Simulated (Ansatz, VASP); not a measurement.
# One calculation of B, two programs

```
B
1.0
     1.56622    0.00000    0.00000
     0.00000    1.56622    0.00000
     0.00000    0.00000    1.56622
B
1
Direct
  0.00000 0.00000 0.00000
```

Change from the starting cell: volume scaled by 0.58, LAPW.

Alike in both runs: task single point; functional PBEsol; k mesh 20 × 20 × 20; occupations fermi-dirac, width 0.05 eV; no spin polarisation.

|  | VASP | Ansatz |
| --- | --- | --- |
| version | VASP 6.6.1 | Ansatz 0.2.0 |
| potentials or method | VASP PAW PBE potentials, release 64 (B), cutoff 520 eV | all-electron LAPW, scalar-relativistic |

```csv
,VASP,Ansatz,Ansatz less VASP
pressure (GPa),340.9,338.4,-2.48
```

Ansatz ran all-electron here, so the differences hold the error of VASP's frozen core and of both bases.

Caveats: the cell as given lies far from equilibrium; so large a pressure means that the cell lies far from this level's equilibrium, or that cutoff or potentials fall short (VASP); the potentials were made for another functional, which shifts forces and pressure (VASP).
